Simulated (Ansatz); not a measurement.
K₂S in the antifluorite structure (r2SCAN geometry), in Ansatz:

Space group Fm-3m (No. 225). a = 7.406 Å, b = 7.406 Å, c = 7.406 Å, α = 90.00°, β = 90.00°, γ = 90.00°

| atom | site | symmetry | x | y | z |
| --- | --- | --- | --- | --- | --- |
| S | 4a | m-3m | 0.0000 | 0.0000 | 0.0000 |
| K | 8c | -43m | 0.2500 | 0.7500 | 0.7500 |

G0W0@PBE with 381 empty bands, a screening cutoff of 140 eV and a 4×4×4 mesh (PAW, contour deformation) gives 3.922 eV over the mesh points, from a PBE gap of 2.381 eV; it sums over 393 bands with 387 plane waves in the screening and a wave cutoff of 420 eV. G0W0 values are finite-basis, finite-mesh values. The values are computed, spin-unpolarised, and not measurements.

Task: Estimate the gap with potentials of the kind norm-conserving, with them a wave cutoff of 850 eV.

Result: 3.916 eV (-0.006 eV), from a Kohn-Sham gap of 2.380 eV.

Task: Estimate the gap with starting point HSE06.

Result: 4.489 eV (+0.567 eV), from a Kohn-Sham gap of 3.309 eV.

Task: Another run gave a Kohn-Sham gap of 2.381 eV and a G0W0 gap of 3.780 eV, summing over 176 bands with 169 plane waves in the screening and a wave cutoff of 420 eV. What was changed?

Result: Empty bands 164, screening cutoff 80 eV. The counts of bands and plane waves show that both rose or fell; the cutoff follows only within a few eV.
